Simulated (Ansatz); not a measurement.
Runs of Ansatz 0.2.0 on InSe. Symmetry: R3m, No. 160, trigonal system. The conventional cell has a = 4.000 Å, b = 4.000 Å, c = 25.320 Å, α = 90.00°, β = 90.00°, γ = 120.00°. In (site symmetry 3m) is surrounded by 3 Se at 2.63 Å and 1 In at 2.82 Å. Around In (site symmetry 3m) lie 3 Se at 2.64 Å and 1 In at 2.82 Å. Se (site symmetry 3m) has 3 In at 2.63 Å as nearest neighbours. Around Se (site symmetry 3m) lie 3 In at 2.64 Å. 

| task | level | cutoff (eV) | smearing | basis error allowed | gap on the mesh (eV) | pressure (GPa) | V0 of scaled cells (Å³/atom) | B0 (GPa) | largest force (eV/Å) |
| --- | --- | --- | --- | --- | --- | --- | --- | --- | --- |
| band structure | LDA | 251 | fermi-dirac 0.05 eV | 0.002 eV/atom | 0.22 | -1.5 | - | - | (b) |
| equation of state | PBEsol | - | fermi-dirac 0.05 eV | 0.002 eV/atom | - | - | 29.34 | 50 | - |
| band structure | revPBE-LDA | 273 | fixed | 0.001 eV/atom | 0.59 | 8.7 | - | - | (c) |
| equation of state | LDA | - | fermi-dirac 0.05 eV | 0.002 eV/atom | - | - | 28.41 | (a) | - |

Alike in all rows: potentials or basis all-electron LAPW, scalar-relativistic; no spin polarisation; cell as given; k mesh 8 × 8 × 8.

Task: Estimate the missing entries.

Result: (a) 55; (b) 0.24; (c) 0.52.

Caveats: spin-orbit coupling is left out, which moves the levels of the heavy elements (some runs); the cell was scaled at fixed shape and fractional positions, which overstates the stiffness of a crystal with free parameters, most of all of layers and chains (some runs).

A k mesh can miss the band edges, and the runs leave out spin-orbit coupling on In, Se.

Not every run made on this cell is shown here.
